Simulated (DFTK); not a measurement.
## MgS: single point with PBE

MgS:

```xyz
2
Lattice="0.0000 2.8331 2.8331 2.8331 0.0000 2.8331 2.8331 2.8331 0.0000" Properties=species:S:1:pos:R:3 pbc="T T T"
S     1.4166    1.4166    1.4166
Mg    0.0000    0.0000    0.0000
```

The cell comes from a database or a generator and needn't be the stable form of this composition.

| Property | Result |
| --- | --- |
| Program | DFTK 0.8.2 |
| Task | single point |
| Functional | PBE |
| Potentials or basis | dojo.nc.sr.pbe.v0_4_1.standard.upf (PBE) |
| Cutoff | 1143 eV |
| k mesh | 8 × 8 × 8 |
| Occupations | fermi-dirac, width 0.05 eV |
| Spin | no spin polarisation |
| Valence electrons | Mg 10, S 6 |
| SCF tolerance on the density | 1e-06 |

* Pressure: 1.0 GPa
* Band gap on the k mesh: 3.44 eV, direct

Levels at points of the mesh, in eV from the valence-band top:
```csv
k point,band 6,band 7,band 8,band 9,band 10,band 11
"(0.00, 0.00, 0.00)",0.00,0.00,0.00,3.44,7.92,7.92
"(-0.50, 0.00, 0.00)",-3.12,-0.33,-0.33,5.10,7.62,7.62
"(-0.50, -0.50, 0.00)",-2.80,-1.03,-1.03,3.89,5.64,11.13
```

It took 2.3 min on 1 thread of Intel(R) Xeon(R) Platinum 8488C (Sapphire Rapids), on a shared host, peak memory 1.9 GiB.

A k mesh can miss the band edges.
